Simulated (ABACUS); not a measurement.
# Ca under changes of volume

One of the cells (44.958 Å³/atom); the others are scaled copies at fixed shape and fractional positions:

```
Ca
1.0
    -2.24000    2.24000    2.24000
     2.24000   -2.24000    2.24000
     2.24000    2.24000   -2.24000
Ca
1
Direct
  0.00000 0.00000 0.00000
```

This isn't the form of Ca at room conditions, which is fcc.

* Program: ABACUS 3.10.1
* Functional: PBE
* Potentials or basis: PseudoDojo NC SR 0.4.1 PBE standard
* Cutoff: 1361 eV
* Density cutoff: 5442 eV
* Basis: DZP LCAO (the cutoffs set its grid)
* k mesh: 8 × 8 × 8
* Occupations: fermi-dirac, width 0.05 eV
* Spin: no spin polarisation

| volume (Å³/atom) | energy over the lowest point (meV/atom) | pressure (GPa) |
| --- | --- | --- |
| 42.260 | 0.00 | 0.1 |
| 43.159 | 0.49 | -0.3 |
| 44.059 | 3.03 | -0.6 |
| 44.958 | ? | ? |
| 45.857 | 13.88 | -1.3 |
| 46.756 | 21.87 | -1.6 |
| 47.655 | 31.48 | -1.8 |

**Question.** What does the run at 44.958 Å³/atom give?

**Answer.** Energy over the lowest point 7.57 meV/atom; pressure -1.0 GPa.

Worked out: A Birch-Murnaghan fit of order 3 (a polynomial in V^(-2/3)) to the other rows has its minimum at 42.51 Å³/atom with B0 = V·E''(V) = 18.4 GPa (rough, since the energies scatter). It gives 7.55 meV/atom at 44.958 Å³/atom, against the run's 7.57, and -dE/dV = -1.0 GPa, against -1.0.

Energies are extrapolated to zero smearing.

Caveats: the atomic orbitals were generated for these runs and aren't a published set; the cell was measured hot, at 740 K; the basis of atomic orbitals isn't converged, which shifts pressures, moduli and gaps.
